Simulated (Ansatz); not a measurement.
BiTe: a phonon run with cutoff 500 eV

Level of theory: DFT PBEsol, scalar-relativistic, plane waves, PAW (Ansatz 0.2.0).

Launched with:
```bash
ansatz run input.yaml --threads 1 --pin off --max-ram 3072MiB --backend cpu --events-out ev --progress --plain --runs-dir out
```

Input (bare energies are in eV):
```yaml
crystal:
  lattice:
    - [0.0, 3.2005777672, 3.2005777672]
    - [3.2005777672, 0.0, 3.2005777672]
    - [3.2005777672, 3.2005777672, 0.0]
  atoms:
    - { symbol: Bi, position: [0.0, 0.0, 0.0] }
    - { symbol: Te, position: [0.5, 0.5, 0.5] }
basis:
  ecutwfc: 500
kpoints:
  mp_grid: { grid: [12, 12, 12] }
hamiltonian:
  xc: pbesol
scf:
  occupations: { method: fermi_dirac, width: 0.15 }
output:
  eigenvalues: true
phonons:
  method: dfpt
```

From the output:
```
--- Phonons (Γ-DFPT): 2 representative perturbations + reference, on 163 of 1728 k-points (Σ response iterations 6) ---
  k mesh reduced under 8 symmetry operations, with k and −k counted as one. Each operation leaves every solved perturbation unchanged. A smaller set is not used because it would not reduce the number of displacements ...
  ASR residual: 3.090e-4 → 0.000e0 eV/Å²; symmetrization residual: 4.443e-5 eV/Å²
  ASR residual per site (eV/Å²): 1.32e-4 3.09e-4
  Γ frequencies (cm⁻¹): 0.00 0.00 0.00 96.91 96.91 96.91
  non-analytic LO–TO correction: not included (Born effective charges unavailable; polar crystals: no LO–TO splitting at Γ)
```

The run took 73 s on 1 thread of Intel(R) Xeon(R) Processor @ 2.70GHz (shared host), peak memory 1.1 GiB.

Beside the reference run (Cutoff 420 eV, 12×12×12 k-points (Γ-centred), Fermi-Dirac smearing of 0.15 eV. No spin polarisation. Phonons by linear response, acoustic sum rule imposed.), the optical modes at Γ (cm⁻¹, by rank, those that always equal the one before left out, no LO field; i marks imaginary):
| setting | mode 1 |
| --- | --- |
| reference run | 97 |
| cutoff 500 eV | 97 |

In a metal, frequencies and elastic constants depend on the k mesh and the smearing, soft modes and shear constants most. Spin–orbit coupling is left out, which can shift energies with elements as heavy as these.